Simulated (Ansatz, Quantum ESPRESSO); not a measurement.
One calculation of Mg, 3 ways

```
Mg
1.0
     3.17683    0.00000    0.00000
    -1.58841    2.75121    0.00000
     0.00000    0.00000   10.31886
Mg
4
Cartesian
  1.5878 0.8958 7.7122
  0.0073 -0.0452 5.1746
  -0.0436 1.8592 2.6427
  -0.0534 -0.0079 0.0037
```

Atoms were shifted at random by some hundredths of an Å from the given cell, which wasn't relaxed again for these runs.

Alike in all runs: task single point; functional PBEsol; k mesh 10 × 10 × 3; occupations fermi-dirac, width 0.05 eV; no spin polarisation; no spin-orbit coupling. Pressure is positive in compression and, in plane waves, holds the error of the finite cutoff, which Ansatz's Pulay term estimates and takes out.

```json
{"program and potentials": "Ansatz, Ansatz PAW", "plane-wave cutoff (eV)": "420", "notes": "potentials made for PBE, which Ansatz adapts in part", "pressure (GPa)": "0.21", "largest force (eV/Å)": "0.176", "energy over the undisturbed cell (meV/atom)": "2.30"}
{"program and potentials": "Quantum ESPRESSO, GBRV 1.5 PBEsol", "plane-wave cutoff (eV)": "612", "notes": "-", "pressure (GPa)": "0.10", "largest force (eV/Å)": "0.176", "energy over the undisturbed cell (meV/atom)": "2.30"}
{"program and potentials": "Ansatz, all-electron LAPW, scalar-relativistic", "plane-wave cutoff (eV)": "-", "notes": "-", "pressure (GPa)": "0.19", "largest force (eV/Å)": "0.176", "energy over the undisturbed cell (meV/atom)": "-"}
```

Force on atom 3 (Mg), eV/Å:

| program and potentials | x | y | z |
| --- | --- | --- | --- |
| Ansatz, Ansatz PAW | 0.019 | -0.035 | -0.171 |
| Quantum ESPRESSO, GBRV 1.5 PBEsol | 0.019 | -0.036 | -0.171 |
| Ansatz, all-electron LAPW, scalar-relativistic | 0.019 | -0.035 | -0.171 |

The pressure spans 0.10 (Quantum ESPRESSO, GBRV 1.5 PBEsol) to 0.21 GPa (Ansatz, Ansatz PAW), with all-electron results at 0.19.

Differences between rows come from potentials, basis sets and numerical settings, since the functional is the same but for its coding. Runs on potential files found faulty are left out.
